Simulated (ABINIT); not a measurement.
The system is Ge.

```
Ge
1.0
     1.39715   -2.60052    0.00000
     1.39715    2.60052    0.00000
     0.00000    0.00000    2.69823
Ge
1
Cartesian
  1.3971 0.0000 0.0000
```

This isn't the form of Ge at room conditions, which is diamond.

```yaml
Program: ABINIT 10.8.3 (patched build)
Task: relaxation of cell and atoms
Functional: PBEsol
Potentials_or_basis: JTH PAW PBE v2.0
Cutoff: 599 eV
k_mesh: 11 × 11 × 10
Occupations: fermi-dirac, width 0.05 eV
Spin: no spin polarisation
```

At the start: pressure -3.8 GPa; volume 19.61 Å³/atom.

Where does the relaxation end?

Over 8 steps the energy falls by 19.0 meV/atom and the volume is 18.47 Å³/atom (-5.8 %); space group P6/mmm (No. 191, to 0.05 Å).

The path:
| step | energy change (eV) | largest force (eV/Å) | pressure (GPa) | volume (Å³) |
| --- | --- | --- | --- | --- |
| 1 | 0.0000 | 0.0000 | -3.84 | 19.61 |
| 2 | -0.0056 | 0.0000 | -3.13 | 19.38 |
| 3 | -0.0181 | 0.0000 | 0.49 | 18.37 |
| 4 | -0.0186 | 0.0000 | 0.16 | 18.44 |
| 5 | -0.0188 | 0.0000 | -0.03 | 18.48 |
| 6 | -0.0189 | 0.0000 | 0.02 | 18.46 |
| 7 | -0.0190 | 0.0000 | -0.03 | 18.47 |
| 8 | -0.0190 | 0.0000 | 0.00 | 18.47 |

Final structure:
```cif
data_structure
_symmetry_space_group_name_H-M 'P 1'
_symmetry_Int_Tables_number 1
_cell_length_a 2.8333
_cell_length_b 2.8333
_cell_length_c 2.6742
_cell_angle_alpha 90.000
_cell_angle_beta 90.000
_cell_angle_gamma 120.671
_cell_volume 18.47
loop_
_atom_site_label
_atom_site_type_symbol
_atom_site_fract_x
_atom_site_fract_y
_atom_site_fract_z
_atom_site_occupancy
Ge1 Ge 0.50000 0.50000 0.00000 1
```

Caveat: the PAW data sets were made with another functional, which shifts forces and pressure a little.
